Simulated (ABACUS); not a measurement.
Crystal: Hf.

```
Hf
1.0
     1.80500    1.80500    1.80500
    -1.80500    1.80500    1.80500
    -1.80500   -1.80500    1.80500
Hf
1
Direct
  0.00000 0.00000 0.00000
```

This isn't the form of Hf at room conditions, which is hcp.

```yaml
Program: ABACUS 3.10.1
Task: relaxation of cell and atoms
Functional: PBE
Potentials_or_basis: SPMS ONCV 1.0 PBE
Cutoff: 816 eV
Density_cutoff: 3265 eV
Basis: plane waves
k_mesh: 8 × 8 × 8
Occupations: fermi-dirac, width 0.05 eV
Spin: no spin polarisation
```

At the start: pressure -5.3 GPa; volume 23.52 Å³/atom.

**Question.** How do energy, volume and symmetry change on relaxing?

**Answer.** Over 4 steps the energy falls by 21.4 meV/atom and the volume is 22.27 Å³/atom (-5.3 %); space group Im-3m (No. 229, to 0.05 Å).

The path:
```csv
step,energy change (eV),largest force (eV/Å),pressure (GPa),volume (Å³)
1,0.0000,0.0000,-5.28,23.52
2,0.0099,0.0000,7.60,20.89
3,-0.0214,0.0000,-0.10,22.29
4,-0.0214,0.0000,0.00,22.27
```

Final structure:
```
Hf
1.0
     1.77244    1.77244    1.77244
    -1.77244    1.77244    1.77244
    -1.77244   -1.77244    1.77244
Hf
1
Direct
  0.00000 0.00000 0.00000
```
